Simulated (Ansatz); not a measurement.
Structures of KI: which is lowest?

Plane-wave DFT in Ansatz with scalar-relativistic PAW potentials, cutoff 420 eV, Γ-centred meshes chosen by cell and gap, Gaussian smearing with energies taken to zero width. Every cell was relaxed (cell and atoms) in a run of its own, within the symmetry of its start. Functional: LDA.

Relaxed structures (starts from databases or built by putting these elements on another compound's sites):
A. Fm-3m, 2 atoms in the computed cell, a = 6.822 Å; sites (symmetry × multiplicity) K m-3m × 4, I m-3m × 4; start: database
B. P6_3/mmc, 4 atoms in the computed cell, a = 4.702 Å, c = 8.301 Å; sites (symmetry × multiplicity) K -3m. × 2, I -6m2 × 2; start: database

Task: Rank them by energy. Could pressure change the order?

Result:
```csv
structure,group,E − E(lowest) (meV/atom),V (Å³/atom),gap on mesh (eV)
A,Fm-3m,0.0,39.68,3.86
B,P6_3/mmc,19.4,39.73,3.75
```

A is lowest, 19 meV/atom under B. The two lowest differ in volume by under 3 %, too little for a first-order estimate of what pressure does to that pair (other pairs aren't weighed here); with rigid cells even 3 % in favour of the higher one would need about 3 GPa. Other structures may lie lower than all of these, and vibrations aren't counted.

Spin-orbit coupling is left out, which matters for the bands of heavy elements.